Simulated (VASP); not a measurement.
Crystal: CuI (Marshite).

```
Cu I
1.0
     0.00000    2.97300    2.97300
     2.97300    0.00000    2.97300
     2.97300    2.97300    0.00000
Cu I
1 1
Direct
  0.25000 0.25000 0.25000
  0.00000 0.00000 0.00000
```

* Program: VASP 6.6.1
* Task: relaxation of cell and atoms
* Functional: HSE06
* Potentials or basis: VASP PAW PBE potentials, release 64 (Cu, I)
* Cutoff: 520 eV
* k mesh: 6 × 6 × 6
* Occupations: gaussian, width 0.03 eV
* Spin: no spin polarisation

At the start: pressure 3.0 GPa; volume 26.28 Å³/atom.

How do energy, volume and symmetry change on relaxing?

Over 4 steps the energy falls by 17.8 meV/atom and the volume is 28.17 Å³/atom (+7.2 %); space group F-43m (No. 216, to 0.05 Å).

The path:
```
step  energy change (eV)  largest force (eV/Å)  pressure (GPa)  volume (Å³)
   1              0.0000                0.0000            3.04        52.55
   2             -0.0357                0.0000           -0.08        56.44
   3             -0.0357                0.0000            0.14        56.34
   4             -0.0357                0.0000           -0.02        56.35
```

Final structure:
```
Cu I
1.0
     0.00000    3.04282    3.04282
     3.04282    0.00000    3.04282
     3.04282    3.04282    0.00000
Cu I
1 1
Cartesian
  1.5214 1.5214 1.5214
  3.0428 0.0000 3.0428
```

Caveat: the PAW data sets were made with another functional, which shifts forces and pressure a little.
